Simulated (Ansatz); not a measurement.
# Dielectric response of NaCl (001) films, part 3 of 5

How well do thin rocksalt NaCl (001) films screen a perpendicular field?

Ansatz 0.2.0; plane-wave DFT, PBE, Ansatz PAW (set soft_1); PAW set soft_1 (the session's first sound run).

So far. Step 7 (Relaxing in the field, 6 atoms, field 0.05 V/Å): The dipole is 0.0360 e·Å, and the gap on the mesh 5.011 eV. Step 8 (Field on, atoms free, 6 atoms, field -0.05 V/Å): The dipole is -0.0360 e·Å, and the gap on the mesh 5.011 eV.

### Step 9. Response with the atoms relaxed, 6 atoms, units 3

This step: plane-wave DFT, PBE, Ansatz PAW (set soft_1); response to a field along the normal, atoms relaxed; PAW set soft_1 (Ansatz 0.2.0).

The two relaxed runs give the static response.

Numbers from this step:

| Item | Value |
| --- | --- |
| equivalent conductor thickness p/(ε₀AE) | 8.187 Å |
| distance between the outer atoms | 5.796 Å |

Local field over the applied field, running mean. From the potentials at -0.05 and 0.05 V/Å; running mean over 2.82 Å, taken twice. Local field over applied field against z:

```tsv
z (Å)	local field over applied field
3.99	0.998
4.43	0.994
4.88	0.982
5.32	0.941
5.61	0.890
6.06	0.847
6.50	0.761
6.94	0.652
7.39	0.524
7.83	0.393
8.27	0.326
8.72	0.250
9.01	0.179
9.46	0.126
9.90	0.0868
10.34	0.0973
10.79	0.114
11.23	0.0864
11.67	0.0733
11.97	0.0733
12.41	0.0864
12.85	0.114
13.30	0.0973
13.74	0.0868
14.18	0.126
14.63	0.179
14.92	0.250
15.37	0.326
15.81	0.393
16.25	0.524
16.70	0.652
17.14	0.761
17.58	0.847
18.03	0.890
18.32	0.941
18.76	0.982
19.21	0.994
19.65	0.998
```

The induced dipole is that of a conductor 8.19 Å thick.

### Step 10. Relaxing the film, 10 atoms, units 5

This step: plane-wave DFT, PBE, Ansatz PAW (set soft_1); PAW set soft_1 (Ansatz 0.2.0).

System of this step: NaCl (001), 5 units. The cell holds 10 atoms: 5 Na and 5 Cl. Its edges and angles: a = 3.988 Å, b = 3.988 Å, c = 29.280 Å, α = 90.0°, β = 90.0°, γ = 90.0°. It derives from NaCl (rocksalt NaCl). Vacuum lies along c.

The next thickness, treated alike, so that differences show the interior and the faces cancel.

Contents of input.yaml:

```yaml
crystal:
  lattice:
    - [3.98808225, 0.0, 0.0]
    - [0.0, 3.98808225, 0.0]
    - [0.0, 0.0, 29.28]
  atoms:
    - { symbol: Na, position: [0.5, 0.5, 0.3073770492] }
    - { symbol: Cl, position: [0.0, 0.0, 0.3073770492] }
    - { symbol: Na, position: [0.0, 0.0, 0.4036885246] }
    - { symbol: Cl, position: [0.5, 0.5, 0.4036885246] }
    - { symbol: Na, position: [0.5, 0.5, 0.5] }
    - { symbol: Cl, position: [0.0, 0.0, 0.5] }
    - { symbol: Na, position: [0.0, 0.0, 0.5963114754] }
    - { symbol: Cl, position: [0.5, 0.5, 0.5963114754] }
    - { symbol: Na, position: [0.5, 0.5, 0.6926229508] }
    - { symbol: Cl, position: [0.0, 0.0, 0.6926229508] }
kpoints:
  mp_grid: { grid: [8, 8, 1] }
hamiltonian:
  xc: pbe
  pseudopotentials: { kind: paw, azcp: { folder: soft_1 } }
scf:
  occupations: { method: fixed }
  convergence: { dr2_threshold: 1.0e-09 }
efield:
  axis: 3
  dipole_correction: true
  ramp_position: 0.97
  ramp_width: 0.06
relax:
  f_tol: 0.003
  max_steps: 100
output:
  write_potential: true
  write_density: true
  volumetric_format: npy
```

The run is started by

```sh
> ansatz run input.yaml --threads 4 --pin off --max-ram 8192MiB --backend cpu --events-out ev --progress --plain --runs-dir out
```

Numbers of over 12 decimals in the logs are rounded to 6 here.

Output:

```text
[...]
Crystal: 10 atoms, lattice volume = 465.693 Å³
Basis set: ecut = 420 eV, 9129 PW (Γ), exchange–correlation on 54×54×400 points (8 copies of the dense FFT grid, shifted against one another)
Bands: 50, of which v1, the nominal top of the filled ones, is band 40 counted from 1 (39 counted from 0)
Symmetry: 8 space group operations
k-points: 15 of 64
[...]
- { symbol: Cl, position: [0.5, 0.5, 0.402613] }
    - { symbol: Na, position: [0.5, 0.5, 0.500000] }
    - { symbol: Cl, position: [0, 0, 0.500000] }
    - { symbol: Na, position: [3.1017580258040327e-18, 0, 0.598486] }
    - { symbol: Cl, position: [0.5, 0.5, 0.597387] }
    - { symbol: Na, position: [0.5, 0.5, 0.693021] }
    - { symbol: Cl, position: [6.020690798381886e-18, 0, 0.696844] }
[key lines of the parts left out:]
SCF converged after 6 iterations
Free energy (F): -12847.497390 eV
Fermi energy:    -2.993244 eV
Dipole field:    D = 0.000000 V/Å  (p = 0.000000 e·Å, saw-weighted, corrected)
Work function:   Φ+ = 6.7512 eV   Φ− = 6.7512 eV
```

It took 33 s on 4 threads of Arm Neoverse V1, shared host; peak memory 0.87 GiB; 2.2 min of CPU time.

Step by step:

```tsv
step	energy less that of the first step (eV)	largest force component (eV/Å)
1	0.0000	0.1927
2	-0.0187	0.0627
3	-0.0227	0.0092
4	-0.0228	0.0018
5	-0.0228	0.0002
```

Forces are held to the 8 operations that the run works with; a distortion that breaks them can't arise in this run.

The atoms that moved most (Å):

```tsv
atom	dx	dy	dz	length
Cl2	0.000	0.000	-0.124	0.124
Cl10	0.000	0.000	0.124	0.124
Na7	0.000	0.000	0.064	0.064
Na3	0.000	0.000	-0.064	0.064
Cl4	0.000	0.000	-0.031	0.031
Cl8	0.000	0.000	0.031	0.031
Na9	0.000	0.000	0.012	0.012
Na1	0.000	0.000	-0.012	0.012
```

The relaxed structure:

```cif
data_structure
_symmetry_space_group_name_H-M 'P 1'
_symmetry_Int_Tables_number 1
_cell_length_a 3.9881
_cell_length_b 3.9881
_cell_length_c 29.2800
_cell_angle_alpha 90.000
_cell_angle_beta 90.000
_cell_angle_gamma 90.000
_cell_volume 465.69
loop_
_atom_site_label
_atom_site_type_symbol
_atom_site_fract_x
_atom_site_fract_y
_atom_site_fract_z
_atom_site_occupancy
Na1 Na 0.50000 0.50000 0.30698 1
Cl2 Cl 0.00000 0.00000 0.30316 1
Na3 Na 0.00000 0.00000 0.40151 1
Cl4 Cl 0.50000 0.50000 0.40261 1
Na5 Na 0.50000 0.50000 0.50000 1
Cl6 Cl 0.00000 0.00000 0.50000 1
Na7 Na 0.00000 0.00000 0.59849 1
Cl8 Cl 0.50000 0.50000 0.59739 1
Na9 Na 0.50000 0.50000 0.69302 1
Cl10 Cl 0.00000 0.00000 0.69684 1
```

The relaxation took 5 steps and lowered the energy by 0.023 eV; the largest force on the free atoms ends at 1.8e-4 eV/Å.

The gap is 5.03 eV, with the valence edge 6.75 eV and the conduction edge 1.72 eV under the upper vacuum level.

### Step 11. Single point on the relaxed film, 10 atoms, units 5

The next thickness, treated alike, so that differences show the interior and the faces cancel.

input.yaml, the sections that differ from step 10:

```yaml
crystal:
  lattice:
    - [3.98808225, 0.0, 0.0]
    - [0.0, 3.98808225, 0.0]
    - [0.0, 0.0, 29.28]
  atoms:
    - { symbol: Na, position: [0.5, 0.5, 0.3069791556] }
    - { symbol: Cl, position: [0.0, 0.0, 0.3031562846] }
    - { symbol: Na, position: [0.0, 0.0, 0.4015140592] }
    - { symbol: Cl, position: [0.5, 0.5, 0.4026131922] }
    - { symbol: Na, position: [0.5, 0.5, 0.5000000003] }
    - { symbol: Cl, position: [0.0, 0.0, 0.4999999999] }
    - { symbol: Na, position: [0.0, 0.0, 0.5984859416] }
    - { symbol: Cl, position: [0.5, 0.5, 0.597386807] }
    - { symbol: Na, position: [0.5, 0.5, 0.6930208446] }
    - { symbol: Cl, position: [0.0, 0.0, 0.6968437149] }
output:
  eigenvalues: true
  write_potential: true
  write_density: true
  volumetric_format: npy
  elf: true
# kpoints, hamiltonian, scf, efield: as in step 10
# relax: removed
```

Output:

```text
[...]
Crystal: 10 atoms, lattice volume = 465.693 Å³
Basis set: ecut = 420 eV, 9129 PW (Γ)
Bands: 50, of which v1, the nominal top of the filled ones, is band 40 counted from 1 (39 counted from 0)
Symmetry: 8 space group operations
k-points: 15 of 64
[...]
k-point 1: bands = [... 36 lower, -3.1172, -3.0439, -3.0311, -3.0020, 2.3393, 2.5264, 3.1553, 3.8486, ... 6 higher]
  k-point 2: bands = [... 36 lower, -3.1309, -3.1286, -3.0458, -3.0258, 3.0419, 3.0962, 3.5950, 4.1534, ... 6 higher]
  k-point 14: bands = [... 36 lower, -3.6523, -3.5899, -3.2295, -3.2220, 4.4029, 4.5565, 4.6929, 5.2218, ... 6 higher]
[key lines of the parts left out:]
SCF converged after 10 iterations
Free energy (F): -12847.497550 eV
Fermi energy:    -2.993185 eV
Dipole field:    D = -0.000000 V/Å  (p = -0.000000 e·Å, saw-weighted, corrected)
Work function:   Φ+ = 6.7512 eV   Φ− = 6.7512 eV
```

The job ended after 12 s (4 threads; peak memory 0.93 GiB; 46 s of CPU time).

The gap is 5.03 eV, with the valence edge 6.75 eV and the conduction edge 1.72 eV under the upper vacuum level.

### Step 12. Single point, 10 atoms, units 5, field 0.1 V/Å

Changes to input.yaml since step 11:

```diff
@@ -23,3 +23,3 @@
   occupations: { method: fixed }
-  convergence: { dr2_threshold: 1.0e-09 }
+  convergence: { dr2_threshold: 1.0e-10 }
 efield:
@@ -29,4 +29,4 @@
   ramp_width: 0.06
+  amplitude: 0.1
 output:
-  eigenvalues: true
   write_potential: true
@@ -34,2 +34 @@
   volumetric_format: npy
-  elf: true
```

Output:

```text
[...]
Crystal: 10 atoms, lattice volume = 465.693 Å³
Basis set: ecut = 420 eV, 9129 PW (Γ)
Bands: 50, of which v1, the nominal top of the filled ones, is band 40 counted from 1 (39 counted from 0)
Symmetry: 8 space group operations
k-points: 15 of 64
[...]
k-point 0: bands = [... 36 lower, -3.0804, -3.0013, -2.8223, -2.8223, 1.8922, 2.3784, 2.9435, 3.4075, ... 6 higher]
  k-point 1: bands = [... 36 lower, -3.0849, -3.0317, -2.9280, -2.8228, 2.1580, 2.6448, 3.1274, 3.5754, ... 6 higher]
  k-point 2: bands = [... 36 lower, -3.1666, -3.1009, -2.9717, -2.8242, 2.7642, 3.3105, 3.5797, 3.9985, ... 6 higher]
  k-point 14: bands = [... 36 lower, -3.5631, -3.5631, -3.4509, -2.9970, 4.2441, 4.6697, 4.6897, 5.1978, ... 6 higher]
[key lines of the parts left out:]
SCF converged after 11 iterations
Free energy (F): -12847.501436 eV
Fermi energy:    -2.822250 eV
Dipole field:    D = 0.030201 V/Å  (p = 0.077725 e·Å, saw-weighted, corrected)
```

Run time: 12 s. Hardware: 4 threads; peak memory 0.9 GiB.

The dipole is 0.0777 e·Å, and the gap on the mesh 4.714 eV.

### Step 13. Single point, 10 atoms, units 5, field -0.1 V/Å

Changes to input.yaml since step 12:

```diff
@@ -29,3 +29,3 @@
   ramp_width: 0.06
-  amplitude: 0.1
+  amplitude: -0.1
 output:
```

Output:

```text
[...]
Crystal: 10 atoms, lattice volume = 465.693 Å³
Basis set: ecut = 420 eV, 9129 PW (Γ)
Bands: 50, of which v1, the nominal top of the filled ones, is band 40 counted from 1 (39 counted from 0)
Symmetry: 8 space group operations
k-points: 15 of 64
[...]
k-point 0: bands = [... 36 lower, -3.0804, -3.0013, -2.8223, -2.8223, 1.8922, 2.3784, 2.9435, 3.4075, ... 6 higher]
  k-point 1: bands = [... 36 lower, -3.0849, -3.0317, -2.9280, -2.8228, 2.1580, 2.6448, 3.1274, 3.5754, ... 6 higher]
  k-point 2: bands = [... 36 lower, -3.1666, -3.1009, -2.9717, -2.8242, 2.7642, 3.3105, 3.5797, 3.9985, ... 6 higher]
  k-point 14: bands = [... 36 lower, -3.5631, -3.5631, -3.4509, -2.9970, 4.2441, 4.6697, 4.6897, 5.1978, ... 6 higher]
[key lines of the parts left out:]
SCF converged after 11 iterations
Free energy (F): -12847.501436 eV
Fermi energy:    -2.822250 eV
Dipole field:    D = -0.030201 V/Å  (p = -0.077725 e·Å, saw-weighted, corrected)
```

Elapsed: 12 s, on 4 threads; peak memory 0.91 GiB.

The dipole is -0.0777 e·Å, and the gap on the mesh 4.714 eV.

### Step 14. Response with the atoms held, 10 atoms, units 5

This step: plane-wave DFT, PBE, Ansatz PAW (set soft_1); response to a field along the normal, atoms held; PAW set soft_1 (Ansatz 0.2.0).

Local field over the applied field, running mean. From the potentials at -0.1 and 0.1 V/Å; running mean over 2.82 Å, taken twice. Table of local field over applied field by z:

z (Å), local field over applied field and a bar from the least value:
```
      4.0      0.998 ##############################
      4.5      0.994 ##############################
      5.0      0.984 #############################
      5.5      0.961 ############################
      6.0      0.917 ##########################
      6.5      0.850 #######################
      7.0      0.763 ##################
      7.5      0.665 #############
      8.0      0.570 #########
      8.5      0.491 #####
      9.0      0.436 ##
      9.5      0.406 #
     10.0      0.395 
     10.5      0.394 
     11.0      0.397 
     11.5      0.399 
     12.0      0.401 
     12.5      0.401 
     13.0      0.401 
     13.5      0.401 
     14.0      0.401 
     14.5      0.400 
     15.0      0.400 
     15.5      0.401 
     16.0      0.401 
     16.5      0.401 
     17.0      0.401 
     17.5      0.400 
     18.0      0.398 
     18.5      0.396 
     19.0      0.394 
     19.5      0.398 
     20.0      0.416 #
     20.5      0.457 ###
     21.0      0.523 ######
     21.5      0.610 ###########
     22.0      0.708 ################
     22.5      0.803 ####################
     23.0      0.883 ########################
     23.5      0.939 ###########################
     24.0      0.974 #############################
     24.5      0.990 ##############################
     25.0      0.996 ##############################
```

The induced dipole is that of a conductor 8.84 Å thick.

### Step 15. Field on, atoms free, 10 atoms, units 5, field 0.05 V/Å

This step: plane-wave DFT, PBE, Ansatz PAW (set soft_1); PAW set soft_1 (Ansatz 0.2.0).

The same pair of relaxations in the field for this thickness.

Changes to input.yaml since step 13:

```diff
@@ -29,3 +29,6 @@
   ramp_width: 0.06
-  amplitude: -0.1
+  amplitude: 0.05
+relax:
+  f_tol: 0.0006
+  max_steps: 70
 output:
```

Output:

```text
[...]
Crystal: 10 atoms, lattice volume = 465.693 Å³
Basis set: ecut = 420 eV, 9129 PW (Γ), exchange–correlation on 54×54×400 points (8 copies of the dense FFT grid, shifted against one another)
Bands: 50, of which v1, the nominal top of the filled ones, is band 40 counted from 1 (39 counted from 0)
Symmetry: 8 space group operations
k-points: 15 of 64
[...]
- { symbol: Na, position: [1.681154730958187e-19, 0.0, 0.401632] }
    - { symbol: Cl, position: [0.5, 0.5, 0.402522] }
    - { symbol: Na, position: [0.5, 0.5, 0.500147] }
    - { symbol: Cl, position: [-1.8861694428816693e-19, 0.0, 0.499868] }
    - { symbol: Na, position: [1.761917180748905e-19, 0.0, 0.598609] }
    - { symbol: Cl, position: [0.5, 0.5, 0.597302] }
    - { symbol: Na, position: [0.5, 0.5, 0.693205] }
    - { symbol: Cl, position: [-2.815227019623265e-19, 0.0, 0.696646] }
[key lines of the parts left out:]
SCF converged after 5 iterations
Free energy (F): -12847.498824 eV
Fermi energy:    -2.981722 eV
Dipole field:    D = 0.022278 V/Å  (p = 0.057334 e·Å, saw-weighted, corrected)
```

Run time: 25 s. Hardware: 4 threads; peak memory 0.84 GiB.

The steps of the relaxation:

```tsv
step	energy less that of the first step (eV)	largest force component (eV/Å)
1	0.0000	0.0222
2	-0.0004	0.0048
3	-0.0005	0.0014
4	-0.0005	0.0002
```

Forces are held to the 8 operations that the run works with; a distortion that breaks them can't arise in this run.

Final coordinates:

```xyz
10
Lattice="3.9881 0.0000 0.0000 0.0000 3.9881 0.0000 0.0000 0.0000 29.2800" Properties=species:S:1:pos:R:3
Na    1.9940    1.9940    8.9930
Cl    0.0000    0.0000    8.8699
Na    0.0000    0.0000   11.7598
Cl    1.9940    1.9940   11.7858
Na    1.9940    1.9940   14.6443
Cl    0.0000    0.0000   14.6361
Na    0.0000    0.0000   17.5273
Cl    1.9940    1.9940   17.4890
Na    1.9940    1.9940   20.2970
Cl    0.0000    0.0000   20.3978
```

The relaxation took 4 steps and lowered the energy by 4.6e-4 eV; the largest force on the free atoms ends at 2.0e-4 eV/Å.

The dipole is 0.0573 e·Å, and the gap on the mesh 5.012 eV.

### Step 16. Relaxing in the field, 10 atoms, units 5, field -0.05 V/Å

The opposite sign, again from the field-free geometry; the difference of the two cancels what relaxes without a field.

Changes to input.yaml since step 15:

```diff
@@ -29,3 +29,3 @@
   ramp_width: 0.06
-  amplitude: 0.05
+  amplitude: -0.05
 relax:
```

Output:

```text
[...]
Crystal: 10 atoms, lattice volume = 465.693 Å³
Basis set: ecut = 420 eV, 9129 PW (Γ), exchange–correlation on 54×54×400 points (8 copies of the dense FFT grid, shifted against one another)
Bands: 50, of which v1, the nominal top of the filled ones, is band 40 counted from 1 (39 counted from 0)
Symmetry: 8 space group operations
k-points: 15 of 64
[...]
- { symbol: Na, position: [-1.761937048083078e-19, 0.0, 0.401391] }
    - { symbol: Cl, position: [0.5, 0.5, 0.402698] }
    - { symbol: Na, position: [0.5, 0.5, 0.499853] }
    - { symbol: Cl, position: [1.8861591896190595e-19, 0.0, 0.500132] }
    - { symbol: Na, position: [-1.6811791539918195e-19, 0.0, 0.598368] }
    - { symbol: Cl, position: [0.5, 0.5, 0.597478] }
    - { symbol: Na, position: [0.5, 0.5, 0.692864] }
    - { symbol: Cl, position: [3.191328752545695e-19, 0.0, 0.697067] }
[key lines of the parts left out:]
SCF converged after 5 iterations
Free energy (F): -12847.498824 eV
Fermi energy:    -2.981721 eV
Dipole field:    D = -0.022278 V/Å  (p = -0.057335 e·Å, saw-weighted, corrected)
```

The job ended after 25 s (4 threads; peak memory 0.85 GiB; 99 s of CPU time).

Step by step:

```tsv
step	energy less that of the first step (eV)	largest force component (eV/Å)
1	0.0000	0.0222
2	-0.0004	0.0048
3	-0.0005	0.0014
4	-0.0005	0.0002
```

The run keeps the 8 symmetry operations that it works with, so distortions that break them were not tested.

The relaxation took 4 steps and lowered the energy by 4.6e-4 eV; the largest force on the free atoms ends at 2.0e-4 eV/Å.

The dipole is -0.0573 e·Å, and the gap on the mesh 5.012 eV.

### Step 17. Response with the atoms relaxed, 10 atoms, units 5

This step: plane-wave DFT, PBE, Ansatz PAW (set soft_1); response to a field along the normal, atoms relaxed; PAW set soft_1 (Ansatz 0.2.0).

Local field over the applied field, running mean. From the potentials at -0.05 and 0.05 V/Å; running mean over 2.82 Å, taken twice. Local field over applied field against z:

```tsv
z (Å)	local field over applied field
4	0.998
5	0.972
6	0.845
7	0.632
8	0.361
9	0.182
10	0.0807
11	0.0923
12	0.125
13	0.155
14	0.153
15	0.155
16	0.151
17	0.141
18	0.0778
19	0.0865
20	0.137
21	0.333
22	0.552
23	0.802
24	0.940
25	0.996
```

The induced dipole is that of a conductor 13.05 Å thick.

(Part 3 of 5 ends here.)

[Logs are printed without paths, hosts, clocks, repeated set-up lines and the standing remarks that a program may print on its own settings, such as how far it seeks lower states.]

[Hosts, paths, dates, database ids (printed as entryN), source tags and the programs' standing remarks are cut or masked in the printed files.]

[Maps of the electrostatic potential energy from Ansatz leave out the sawtooth potential of an applied field or a dipole correction, so their vacuum need not be flat; planar profiles and work functions include it.]
